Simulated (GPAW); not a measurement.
Consider CdS (Greenockite, P6_3mc).

```xyz
4
Lattice="4.1500 0.0000 0.0000 -2.0750 3.5940 0.0000 0.0000 0.0000 6.7370" Properties=species:S:1:pos:R:3 pbc="T T T"
Cd    2.0750    1.1980    3.3685
Cd    0.0000    2.3960    0.0000
S     2.0750    1.1980    5.8949
S     0.0000    2.3960    2.5264
```

Absorber: atom 3, with 1 Cd at 2.53 Å and 3 Cd at 2.54 Å (tetrahedral, site symmetry 3m). Method: GPAW, PBE, full core hole (charged cell), 12-atom cell with 7.2 Å between holes, 4×4×4 k points, dipole transitions, Gaussian full width 0.9 eV up to 4 eV, rising linearly to 3.5 eV at 25 eV.

The database entry behind the starting cell differs from later determinations by our own check (about 0.35 % long), so it need not match the best structure at ambient conditions.

**Question.** What does the S K edge look like?

Main maxima up to 24 eV above the zero (height): 2.8 eV (2.16), 4.4 eV (1.95), 6.2 eV (1.74), 8.9 eV (0.77) and 13.8 eV (1.28). A K edge sees empty p states on the absorber. The total-energy difference plus the lowest empty eigenvalue puts the zero at 2482.39 eV. One term is added: -16.94 eV, since the hole is spin-paired here and a spin-polarised one costs that much less in the free atom (computed apart). The photon energy is then 2465.45 eV. The functional and the charged cell's background leave an error of a few eV in such absolute values.

The S K spectrum (energy from the lowest empty level; intensity scaled to a mean of 1 over the first 20 eV; polarised curves are means over the symmetry-equivalent atoms):

| E (eV) | isotropic | ε ⊥ c | ε ∥ c |
| --- | --- | --- | --- |
| -2.0 | 0.00 | 0.00 | 0.00 |
| -1.4 | 0.00 | 0.00 | 0.00 |
| -0.8 | 0.00 | 0.00 | 0.00 |
| -0.2 | 0.00 | 0.00 | 0.00 |
| 0.4 | 0.04 | 0.04 | 0.03 |
| 1.0 | 0.16 | 0.18 | 0.14 |
| 1.6 | 0.49 | 0.50 | 0.45 |
| 2.2 | 1.48 | 1.53 | 1.38 |
| 2.8 | 2.16 | 2.08 | 2.30 |
| 3.4 | 1.63 | 1.58 | 1.73 |
| 4.0 | 1.64 | 1.71 | 1.50 |
| 4.6 | 1.86 | 2.03 | 1.51 |
| 5.2 | 1.33 | 1.35 | 1.29 |
| 5.8 | 1.59 | 1.44 | 1.91 |
| 6.4 | 1.69 | 1.48 | 2.12 |
| 7.0 | 1.20 | 1.15 | 1.32 |
| 7.6 | 0.75 | 0.85 | 0.54 |
| 8.2 | 0.68 | 0.82 | 0.40 |
| 8.8 | 0.76 | 0.88 | 0.54 |
| 9.4 | 0.71 | 0.73 | 0.67 |
| 10.0 | 0.56 | 0.49 | 0.69 |
| 10.6 | 0.52 | 0.42 | 0.72 |
| 11.2 | 0.62 | 0.53 | 0.79 |
| 11.8 | 0.78 | 0.74 | 0.88 |
| 12.4 | 0.99 | 0.98 | 1.00 |
| 13.0 | 1.17 | 1.20 | 1.12 |
| 13.6 | 1.27 | 1.32 | 1.17 |
| 14.2 | 1.25 | 1.31 | 1.14 |
| 14.8 | 1.17 | 1.21 | 1.08 |
| 15.4 | 1.07 | 1.08 | 1.04 |
| 16.0 | 0.97 | 0.95 | 1.02 |
| 16.6 | 0.89 | 0.85 | 0.97 |
| 17.2 | 0.82 | 0.78 | 0.89 |
| 17.8 | 0.76 | 0.74 | 0.79 |
| 18.4 | 0.71 | 0.71 | 0.71 |
| 19.0 | 0.69 | 0.71 | 0.65 |
| 19.6 | 0.70 | 0.73 | 0.62 |
| 20.2 | 0.73 | 0.78 | 0.64 |
| 20.8 | 0.79 | 0.83 | 0.71 |
| 21.4 | 0.87 | 0.90 | 0.83 |
| 22.0 | 0.97 | 0.97 | 0.96 |
| 22.6 | 1.06 | 1.05 | 1.09 |
| 23.2 | 1.14 | 1.12 | 1.18 |
| 23.8 | 1.20 | 1.19 | 1.24 |
| 24.4 | 1.24 | 1.23 | 1.25 |
| 25.0 | 1.25 | 1.25 | 1.25 |
| 25.6 | 1.24 | 1.24 | 1.23 |
| 26.2 | 1.21 | 1.20 | 1.21 |
| 26.8 | 1.16 | 1.14 | 1.20 |
| 27.4 | 1.12 | 1.08 | 1.18 |
| 28.0 | 1.09 | 1.04 | 1.17 |
| 28.6 | 1.08 | 1.04 | 1.16 |
| 29.2 | 1.08 | 1.05 | 1.14 |
| 29.8 | 1.09 | 1.09 | 1.11 |
| 30.4 | 1.10 | 1.11 | 1.08 |
| 31.0 | 1.09 | 1.11 | 1.05 |
| 31.6 | 1.07 | 1.10 | 1.01 |

The mesh is coarse (0.26 Å⁻¹ between points), so small maxima may be mesh ripples. The structure is a published determination, not relaxed.

[Banner, clock and machine lines of the logs are left out without a mark of their own.]

[Logs are printed without paths, hosts, clocks, repeated set-up lines and the standing remarks that a program may print on its own settings, such as how far it seeks lower states.]

[Hosts, paths, dates, database ids (printed as entryN), source tags and the programs' standing remarks are cut or masked in the printed files.]

[Lists of maxima count a maximum above −3 eV only where it reaches 4 % of the highest in the window and stands out from its surroundings by 2 % of it (1.5 % where it reaches 55 %); shoulders and weaker maxima are passed over, and of the rest the first, up to two pre-edge ones and the few strongest are named.]
